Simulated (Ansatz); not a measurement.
# Fluorite SrF₂

All values below come from PBE-D4 (plane waves, PAW; Ansatz, an electronic-structure program).

Settings: plane-wave cutoff 520 eV, 10×10×10 k mesh, Fermi–Dirac smearing 0.01 eV, scalar-relativistic PAW data made under PBE.

Cell: relaxed at this level.

| Item | Value |
|---|---|
| equilibrium volume per atom | 16.49 Å³/atom |
| lattice parameter a | 5.827 Å |
| band gap | 6.87 eV |
| smallest direct gap on the k points sampled | 6.97 eV |

Measured, for comparison: band gap 11.1 eV (temperature not stated, no zero-point or thermal correction; as tabulated in Aguado et al. (1999), arXiv:cond-mat/9901145).

Spin–orbit coupling is not included.

Static lattice: no zero-point or thermal effects.

It cost roughly 30 core-seconds of CPU time.
